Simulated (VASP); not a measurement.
# SnSe (Pnma) in VASP: further runs

Aim: see how the results for SnSe move with the level of theory and the settings. Levels: PBE, LDA. Tasks: relaxation of cell and atoms, relaxation of shape and atoms at fixed volume.

Everything below comes from runs of VASP 6.6.1. Logs are shortened: lines on timing, memory, paths and dates and some standing lists are left out, and cuts for length are marked.

## 1. The structure

The structure is orthorhombic, space group Pnma (No. 62). The conventional cell has a = 11.766 Å, b = 4.206 Å, c = 4.566 Å, α = 90.00°, β = 90.00°, γ = 90.00°. Around Sn (site symmetry m) lie 3 Se at 2.79 to 2.82 Å. Se (site symmetry m) has 3 Sn at 2.79 to 2.82 Å as nearest neighbours.

## 2. Relaxation of cell and atoms, PBE

Input file INCAR:

```
  PREC = Accurate
  ENCUT = 600
  EDIFF = 1E-7
  ISMEAR = 0
  SIGMA = 0.03
  LREAL = F
  LASPH = T
  NELM = 80
  ALGO = Normal
  ISIF = 3
  LWAVE = F
  LCHARG = F
  GGA = PE
  IBRION = 2
  NSW = 90
  EDIFFG = -0.005
  KPAR = 2
```

Input file KPOINTS:

```
regular mesh
0
Gamma
  4 8 8
```

Input file POSCAR:

```
SnSe                                    
1.0
   11.7655890547      0.0000000000      0.0000000000
    0.0000000000      4.2064314231      0.0000000000
    0.0000000000      0.0000000000      4.5657178180
  Sn              Se            
     4     4
Direct
     0.1208015304597336    0.2500000000000000    0.1157947034063564
     0.3791984695402664    0.7500000000000000    0.6157947034063564
     0.6208015304597340    0.2500000000000000    0.3842052965936436
     0.8791984695402660    0.7500000000000000    0.8842052965936436
     0.3549336758376267    0.2500000000000000    0.0239117069490542
     0.1450663241623733    0.7500000000000000    0.5239117069490539
     0.8549336758376266    0.2500000000000000    0.4760882930509457
     0.6450663241623734    0.7500000000000000    0.9760882930509461
```

Potentials or basis: VASP PAW PBE potentials, release 64 (Sn_d, Se).

On the command line:

```sh
$ cat potpaw_PBE.64/Sn_d/POTCAR potpaw_PBE.64/Se/POTCAR > POTCAR
$ mpirun -np 2 vasp_std > vasp.out
```

OUTCAR:

```text
PREC = Accurate
   ENCUT = 600
   EDIFF = 1E-7
   ISMEAR = 0
   LREAL = F
   LASPH = T
   NELM = 80
   ISIF = 3
   GGA = PE
   IBRION = 2
   NSW = 90
   EDIFFG = -0.005

 ion  position               nearest neighbor table
   1  0.121  0.250  0.116-   5 2.79   6 2.82   6 2.82   4 3.69   4 3.69
   2  0.379  0.750  0.616-   6 2.79   5 2.82   5 2.82   3 3.69   3 3.69
   3  0.621  0.250  0.384-   7 2.79   8 2.82   8 2.82   2 3.69   2 3.69
   4  0.879  0.750  0.884-   8 2.79   7 2.82   7 2.82   1 3.69   1 3.69
   5  0.355  0.250  0.024-   1 2.79   2 2.82   2 2.82
   6  0.145  0.750  0.524-   2 2.79   1 2.82   1 2.82
   7  0.855  0.250  0.476-   3 2.79   4 2.82   4 2.82
   8  0.645  0.750  0.976-   4 2.79   3 2.82   3 2.82

  LATTYP: Found a simple orthorhombic cell.
 ALAT       =     4.2064314231
 B/A-ratio  =     1.0854135867
 C/A-ratio  =     2.7970476328

  Lattice vectors:

 A1 = (   0.0000000000,   4.2064314231,   0.0000000000)
 A2 = (   0.0000000000,   0.0000000000,   4.5657178180)
 A3 = (  11.7655890547,   0.0000000000,   0.0000000000)

Analysis of symmetry for initial positions (statically):
=====================================================================
 Subroutine PRICEL returns:
 Original cell was already a primitive cell.

 Routine SETGRP: Setting up the symmetry group for a
 simple orthorhombic supercell.

 Subroutine GETGRP returns: Found  8 space group operations
 (whereof  2 operations were pure point group operations)
 out of a pool of  8 trial point group operations.

The static configuration has the point symmetry S_2 .
 The point group associated with its full space group is D_2h.

Analysis of symmetry for dynamics (positions and initial velocities):
=====================================================================
 Subroutine PRICEL returns:
 Original cell was already a primitive cell.

 Routine SETGRP: Setting up the symmetry group for a
 simple orthorhombic supercell.

 Subroutine GETGRP returns: Found  8 space group operations
 (whereof  2 operations were pure point group operations)
 out of a pool of  8 trial point group operations.

The dynamic configuration has the point symmetry S_2 .
 The point group associated with its full space group is D_2h.

 Subroutine INISYM returns: Found  8 space group operations
 (whereof  2 operations are pure point group operations),
 and found     1 'primitive' translations

----------------------------------------------------------------------------------------

                                     Primitive cell

  volume of cell :     225.9626

  direct lattice vectors                    reciprocal lattice vectors
    11.765589055  0.000000000  0.000000000     0.084993620  0.000000000  0.000000000
     0.000000000  4.206431423  0.000000000     0.000000000  0.237731202  0.000000000
     0.000000000  0.000000000  4.565717818     0.000000000  0.000000000  0.219023610

  length of vectors
    11.765589055  4.206431423  4.565717818     0.084993620  0.237731202  0.219023610

  position of ions in fractional coordinates (direct lattice)
     0.120801530  0.250000000  0.115794703
     0.379198470  0.750000000  0.615794703
     0.620801530  0.250000000  0.384205297
     0.879198470  0.750000000  0.884205297
     0.354933676  0.250000000  0.023911707
     0.145066324  0.750000000  0.523911707
     0.854933676  0.250000000  0.476088293
     0.645066324  0.750000000  0.976088293

  ion indices of the primitive-cell ions
   primitive index   ion index
                 1           1
                 2           2
                 3           3
                 4           4
                 5           5
                 6           6
                 7           7
                 8           8

----------------------------------------------------------------------------------------

 KPOINTS: regular mesh

Automatic generation of k-mesh.
 Grid dimensions read from file:
 generate k-points for:    4    8    8

 Generating k-lattice:

  Cartesian coordinates                     Fractional coordinates (reciprocal lattice)
     0.021248405  0.000000000  0.000000000     0.250000000  0.000000000  0.000000000
     0.000000000  0.029716400  0.000000000     0.000000000  0.125000000  0.000000000
     0.000000000  0.000000000  0.027377951     0.000000000  0.000000000  0.125000000

  Length of vectors
     0.021248405  0.029716400  0.027377951
[... 49 lines left out ...]
   LNONCOLLINEAR =      F non collinear calculations
   LSORBIT =      F    spin-orbit coupling
   LASPH  =      T    aspherical Exc in radial PAW
   ENCUT  =  600.0 eV  44.10 Ry    6.64 a.u.  23.50  8.40  9.12*2*pi/ulx,y,z
   NELM   =     80;   NELMIN=  2; NELMDL= -5     # of ELM steps
   EDIFF  = 0.1E-06   stopping-criterion for ELM
   LREAL  =      F    real-space projection
   EDIFFG = -.5E-02   stopping-criterion for IOM
   NSW    =     90    number of steps for IOM
   IBRION =      2    ionic relax: 0-MD 1-quasi-New 2-CG
   NFREE  =      1    steps in history (QN), initial steepest desc. (CG)
   ISIF   =      3    stress and relaxation
   ISYM   =      2    0-nonsym 1-usesym 2-fastsym
   POTIM  = 0.5000    time-step for ionic-motion
   TEBEG  =    0.0;   TEEND  =   0.0 temperature during run
   PSTRESS=    0.0 pullay stress
   NELECT =      80.0000    total number of electrons
   NUPDOWN=      -1.0000    fix difference up-down
   EMIN   =  10.00;   EMAX   =-10.00  energy-range for DOS
   EFERMI =   0.00;   METHOD = LEGACY
   ISMEAR =     0;   SIGMA  =   0.03  broadening in eV -4-tet -1-fermi 0-gaus
   EFERMI_NEDOS =   21; number of points for ismear=-14 and -15
   IALGO  =     38    algorithm
   IMIX   =      4    mixing-type and parameters
     AMIX     =   0.40;   BMIX     =  1.00
     AMIX_MAG =   1.60;   BMIX_MAG =  1.00
  volume/ion in A,a.u.               =      28.25       190.61
  Fermi-wavevector in a.u.,A,eV,Ry     =   1.158135  2.188558 18.249187  1.341277
  Thomas-Fermi vector in A             =   2.294740
   LORBIT       =      0    0 simple, 1 ext, 2 COOP (PROOUT), +10 PAW based schemes
   GGA     = PE    functional components
   LHFCALC =     F    Hartree Fock is set to
   AEXX    =    0.0000 exact exchange contribution
   IVDW    =     0    specifies the selected vdW correction
   LEPSILON=     F    determine dielectric tensor
   LRPA    =     F    only Hartree local field effects (RPA)
 conjugate gradient relaxation of ions
 non-spin polarized calculation
 Gauss-broadening in eV      SIGMA  =   0.03
  energy-cutoff  :      600.00
  volume of cell :      225.96
 maximum number of plane-waves:      7578
 NGX is ok and might be reduce to    96
   NGX = 47   NGY = 17   NGZ = 19

--------------------------------------- Ionic step        1  -------------------------------------------

 number of electron      79.9999980 magnetization

 Free energy of the ion-electron system (eV)
  ---------------------------------------------------
  ext. energy  EPLUGINS =         0.00000000
  ---------------------------------------------------
  free energy    TOTEN  =       -32.88765013 eV

  energy without entropy =      -32.88765013  energy(sigma->0) =      -32.88765013

------------------------ aborting loop because EDIFF is reached ----------------------------------------

  FORCE on cell =-STRESS in cart. coord.  units (eV):
  Direction    XX          YY          ZZ          XY          YZ          ZX
  --------------------------------------------------------------------------------------
  -------------------------------------------------------------------------------------
  Total        0.0948609      0.0082315      0.0077581      0.0000000      0.0000000      0.0000000
  in kB        0.6726071      0.0583649      0.0550086      0.0000000      0.0000000      0.0000000
  external PRESSURE =       0.2619935 kB  Pullay stress =       0.0000000 kB

 VOLUME and BASIS-vectors are now :
 -----------------------------------------------------------------------------
  energy-cutoff  :      600.00
  volume of cell :      225.96
      direct lattice vectors                 reciprocal lattice vectors
    11.765589055  0.000000000  0.000000000     0.084993620  0.000000000  0.000000000
     0.000000000  4.206431423  0.000000000     0.000000000  0.237731202  0.000000000
     0.000000000  0.000000000  4.565717818     0.000000000  0.000000000  0.219023610

 POSITION                                       TOTAL-FORCE (eV/Angst)
 -----------------------------------------------------------------------------------
      1.42130      1.05161      0.52869        -0.000925      0.000000      0.001996
      4.46149      3.15482      2.81154         0.000925      0.000000      0.001996
      7.30410      1.05161      1.75417        -0.000925      0.000000     -0.001996
     10.34429      3.15482      4.03703         0.000925      0.000000     -0.001996
      4.17600      1.05161      0.10917         0.001623      0.000000     -0.002378
      1.70679      3.15482      2.39203        -0.001623      0.000000     -0.002378
     10.05880      1.05161      2.17368         0.001623     -0.000000      0.002378
      7.58959      3.15482      4.45654        -0.001623     -0.000000      0.002378
 -----------------------------------------------------------------------------------
    total drift:                                0.000000     -0.000000      0.000000

  FREE ENERGIE OF THE ION-ELECTRON SYSTEM (eV)
  ---------------------------------------------------
  free  energy   TOTEN  =       -32.8876501287 eV

  energy  without entropy=      -32.8876501287  energy(sigma->0) =      -32.88765013

--------------------------------------- Ionic step        2  -------------------------------------------

 number of electron      79.9999980 magnetization

 Free energy of the ion-electron system (eV)
  ---------------------------------------------------
  ext. energy  EPLUGINS =         0.00000000
  ---------------------------------------------------
  free energy    TOTEN  =       -32.88768111 eV

  energy without entropy =      -32.88768111  energy(sigma->0) =      -32.88768111

 E-fermi :   4.9154     XC(G=0):  -9.4271

 val. band max:        4.7893424804   @ k =   0.0000   0.0000   0.3750
 cond. band min:       5.4776793596   @ k =   0.0000   0.3750   0.0000
 fundamental gap:      0.6883368792
 Fermi energy:         4.9153819922

 k-point     1 :       0.0000    0.0000    0.0000
  band No.  band energies     occupation
      1     -16.4760      2.00000
      2     -16.4685      2.00000
      3     -16.4647      2.00000
      4     -16.4625      2.00000
      5     -16.4622      2.00000
      6     -16.4595      2.00000
[... 1213 lines left out ...]
     47       8.0630      0.00000
     48       8.0630      0.00000

 [... further k-points ...]

------------------------ aborting loop because EDIFF is reached ----------------------------------------

  FORCE on cell =-STRESS in cart. coord.  units (eV):
  Direction    XX          YY          ZZ          XY          YZ          ZX
  --------------------------------------------------------------------------------------
  -------------------------------------------------------------------------------------
  Total        0.0078790     -0.0082038     -0.0074171      0.0000000     -0.0000000      0.0000000
  in kB        0.0558284     -0.0581298     -0.0525556      0.0000000     -0.0000000      0.0000000
  external PRESSURE =      -0.0182857 kB  Pullay stress =       0.0000000 kB

 VOLUME and BASIS-vectors are now :
 -----------------------------------------------------------------------------
  energy-cutoff  :      600.00
  volume of cell :      226.11
      direct lattice vectors                 reciprocal lattice vectors
    11.772319477  0.000000000  0.000000000     0.084945027  0.000000000  0.000000000
     0.000000000  4.206640224  0.000000000     0.000000000  0.237719402  0.000000000
     0.000000000  0.000000000  4.565931421     0.000000000 -0.000000000  0.219013364

 POSITION                                       TOTAL-FORCE (eV/Angst)
 -----------------------------------------------------------------------------------
      1.42207      1.05166      0.52881         0.004218     -0.000000      0.002184
      4.46409      3.15498      2.81177        -0.004218     -0.000000      0.002184
      7.30823      1.05166      1.75416         0.004218     -0.000000     -0.002184
     10.35025      3.15498      4.03712        -0.004218     -0.000000     -0.002184
      4.17847      1.05166      0.10906        -0.003448     -0.000000     -0.001805
      1.70769      3.15498      2.39203         0.003448      0.000000     -0.001805
     10.06463      1.05166      2.17390        -0.003448     -0.000000      0.001805
      7.59385      3.15498      4.45687         0.003448      0.000000      0.001805
 -----------------------------------------------------------------------------------
    total drift:                                0.000000     -0.000000     -0.000000

  FREE ENERGIE OF THE ION-ELECTRON SYSTEM (eV)
  ---------------------------------------------------
  free  energy   TOTEN  =       -32.8876811088 eV

  energy  without entropy=      -32.8876811088  energy(sigma->0) =      -32.88768111

 reached required accuracy - stopping structural energy minimisation
```

Wall time 8.9 min (2 MPI ranks of AMD EPYC 9R45 (Zen 5), shared host); peak memory 0.87 GiB.

What came out:

- Free energy: -32.8877 eV
- Relaxed volume: 28.26 Å³/atom
- Relaxed cell: a = 11.772 Å, b = 4.207 Å, c = 4.566 Å, α = 90.00°, β = 90.00°, γ = 90.00°
- Space group after relaxing (to 0.05 Å): Pnma (No. 62)
- Energy gained by relaxing: 0.0 meV/atom
- Ionic steps: 2
- Pressure after relaxing: 0.0 GPa
- Largest force after relaxing: 0.005 eV/Å
- Band gap on the k mesh: 0.69 eV, indirect (least direct gap 0.95 eV)

Forces on the atoms (eV/Å):
```
Sn   0.004  0.000  0.002
Sn  -0.004  0.000  0.002
Sn   0.004  0.000 -0.002
Sn  -0.004  0.000 -0.002
Se  -0.003  0.000 -0.002
Se   0.003  0.000 -0.002
Se  -0.003  0.000  0.002
Se   0.003  0.000  0.002
```

Final structure:
```
Sn Se
1.0
    11.77232    0.00000    0.00000
     0.00000    4.20664    0.00000
     0.00000    0.00000    4.56593
Sn Se
4 4
Cartesian
  1.4221 1.0517 0.5288
  4.4641 3.1550 2.8118
  7.3082 1.0517 1.7542
  10.3503 3.1550 4.0371
  4.1785 1.0517 0.1091
  1.7077 3.1550 2.3920
  10.0646 1.0517 2.1739
  7.5938 3.1550 4.4569
```

Caveat: spin-orbit coupling is left out, which moves the levels of the heavy elements. A k mesh can miss the band edges.

## 3. Relaxation of cell and atoms, LDA

This run uses another cell than the first one, of 26.68 Å³/atom, 0.944 times its volume.

Input file INCAR:

```
ALGO = Normal
EDIFF = 1E-6
EDIFFG = -0.01
ENCUT = 600
GGA = CA
IBRION = 2
ISIF = 3
ISMEAR = 0
KPAR = 2
LASPH = T
LCHARG = F
LREAL = F
LWAVE = F
NELM = 80
NSW = 90
PREC = Accurate
SIGMA = 0.03
```

Input file KPOINTS:

```
k-points
0
Gamma
  4 8 8
```

Input file POSCAR:

```
SnSe
1.0
   11.4200000000      0.0000000000      0.0000000000
    0.0000000000      4.1900000000      0.0000000000
    0.0000000000      0.0000000000      4.4600000000
Sn Se
4 4
Direct
    0.1230000000      0.2500000000      0.0910000000
    0.3770000000      0.7500000000      0.5910000000
    0.6230000000      0.2500000000      0.4090000000
    0.8770000000      0.7500000000      0.9090000000
    0.3570000000      0.2500000000      0.0160000000
    0.1430000000      0.7500000000      0.5160000000
    0.8570000000      0.2500000000      0.4840000000
    0.6430000000      0.7500000000      0.9840000000
```

Potentials or basis: VASP PAW LDA potentials, release 64 (Sn_d, Se).

On the command line:

```sh
$ cat potpaw_LDA.64/Sn_d/POTCAR potpaw_LDA.64/Se/POTCAR > POTCAR
$ mpirun -np 2 vasp_std > vasp.out
```

Wall time 27 min (2 MPI ranks of Intel Xeon 6975P-C (Granite Rapids), shared host); peak memory 0.79 GiB.

It converged, with:

```yaml
Free_energy: -38.0214 eV
Relaxed_volume: 25.13 Å³/atom
Relaxed_cell: a = 11.317 Å, b = 4.128 Å, c = 4.304 Å, α = 90.00°, β = 90.00°, γ = 90.00°
Space_group_after_relaxing_to_0.05_Å: Pnma (No. 62)
Energy_gained_by_relaxing: 14.7 meV/atom
Ionic_steps: 15
Pressure_after_relaxing: 0.0 GPa
Largest_force_after_relaxing: 0.009 eV/Å
Band_gap_on_the_k_mesh: 0.39 eV, indirect (least direct gap 0.71 eV)
```

Forces on the atoms (eV/Å):
```
Sn  -0.007  0.000  0.003
Sn   0.007  0.000  0.003
Sn  -0.007  0.000 -0.003
Sn   0.007  0.000 -0.003
Se  -0.006  0.000  0.006
Se   0.006  0.000  0.006
Se  -0.006  0.000 -0.006
Se   0.006  0.000 -0.006
```

Stress tensor (GPa, compression positive):
```
 0.03  0.00  0.00
 0.00 -0.06  0.00
 0.00  0.00  0.04
```

The path:
```csv
step,energy change (eV),largest force (eV/Å),pressure (GPa),volume (Å³)
1,0.0000,0.1967,-1.92,213.41
2,-0.0819,0.2722,0.49,203.65
3,-0.0830,0.2553,0.21,204.64
4,-0.0962,0.1469,-0.13,204.61
5,-0.0992,0.1023,-0.36,204.58
6,-0.1097,0.0729,-0.23,203.12
7,-0.1159,0.0333,0.13,200.19
8,-0.1164,0.0361,0.06,200.82
9,-0.1164,0.0354,0.07,200.75
10,-0.1168,0.0298,-0.02,201.05
11,-0.1169,0.0238,-0.15,201.49
12,-0.1170,0.0255,-0.11,201.33
13,-0.1173,0.0185,-0.07,201.23
14,-0.1176,0.0129,0.03,201.00
15,-0.1177,0.0089,0.00,201.05
```

Final structure:
```
CELL_PARAMETERS angstrom
11.31750 0.00000 0.00000
0.00000 4.12780 0.00000
0.00000 0.00000 4.30372
ATOMIC_POSITIONS crystal
Sn 0.11771 0.25000 0.08862
Sn 0.38229 0.75000 0.58862
Sn 0.61771 0.25000 0.41138
Sn 0.88229 0.75000 0.91138
Se 0.35810 0.25000 0.02124
Se 0.14190 0.75000 0.52124
Se 0.85810 0.25000 0.47876
Se 0.64190 0.75000 0.97876
```

Levels at points of the mesh, in eV from the valence-band top:
```csv
k point,band 38,band 39,band 40,band 41,band 42,band 43
"(0.00, 0.00, 0.00)",-1.39,-0.81,-0.67,0.39,2.94,3.03
"(0.50, 0.00, 0.00)",-2.08,-0.67,-0.67,2.51,2.51,2.69
"(0.00, 0.50, 0.00)",-1.08,-0.65,-0.65,0.79,0.79,1.37
"(0.50, 0.50, 0.00)",-0.97,-0.97,-0.97,1.36,1.36,1.36
"(0.00, 0.00, 0.50)",-0.87,-0.33,-0.33,1.12,1.12,1.24
"(0.50, 0.00, 0.50)",-0.51,-0.25,-0.25,1.01,1.01,1.31
"(0.00, 0.50, 0.50)",-2.51,-1.67,-1.67,2.56,2.56,2.99
"(0.50, 0.50, 0.50)",-1.71,-1.71,-1.71,2.30,2.30,2.30
```

Caveat: spin-orbit coupling is left out, which moves the levels of the heavy elements. Zero-point motion and thermal expansion aren't in these numbers.

[end of part 1 of 2]
